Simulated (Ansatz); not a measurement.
KF:

```
K F
1.0
     3.02535    0.00000    0.00000
     0.00000    3.02535    0.00000
     0.00000    0.00000    3.02535
K F
1 1
Cartesian
  0.0000 0.0000 0.0000
  1.5127 1.5127 1.5127
```

The cell comes from a database or a generator and needn't be the stable form of this composition.

The cell isn't the ideal one: volume scaled by 0.8.

| Property | Result |
| --- | --- |
| Program | Ansatz 0.2.0 |
| Task | relaxation of cell and atoms |
| Functional | revPBE0 |
| Dispersion | D3(BJ)-ATM |
| Potentials or basis | Ansatz PAW |
| Cutoff | 420 eV (not typed: the program's choice for these potentials) |
| k mesh | 6 × 6 × 6 |
| Occupations | fermi-dirac, width 0.1 eV |
| Spin | no spin polarisation |

At the start: volume 13.85 Å³/atom.

Task: Where does the relaxation end?

Result: It ends after 6 steps and the volume is 16.34 Å³/atom (+18.1 %); space group Pm-3m (No. 221, to 0.05 Å).

Step by step:
| step | energy change (eV) | largest force (eV/Å) | volume (Å³) |
| --- | --- | --- | --- |
| 1 | 0.0000 | 0.0000 | 27.69 |
| 2 | -0.1068 | 0.0000 | 31.90 |
| 3 | -0.1229 | 0.0000 | 31.90 |
| 4 | -0.1245 | 0.0000 | 32.43 |
| 5 | -0.1245 | 0.0000 | 32.69 |
| 6 | -0.1255 | 0.0000 | 32.69 |

Final structure:
```
CELL_PARAMETERS angstrom
3.19746 0.00000 0.00000
0.00000 3.19746 0.00000
0.00000 0.00000 3.19746
ATOMIC_POSITIONS crystal
K 0.00000 0.00000 0.00000
F 0.50000 0.50000 0.50000
```

Caveat: the plane-wave basis is chosen anew once the cell has moved, so the energies of steps on either side of that aren't comparable; the PAW data sets come from PBE, with cores solved anew for the run's functional, which leaves a small shift of forces and pressure.
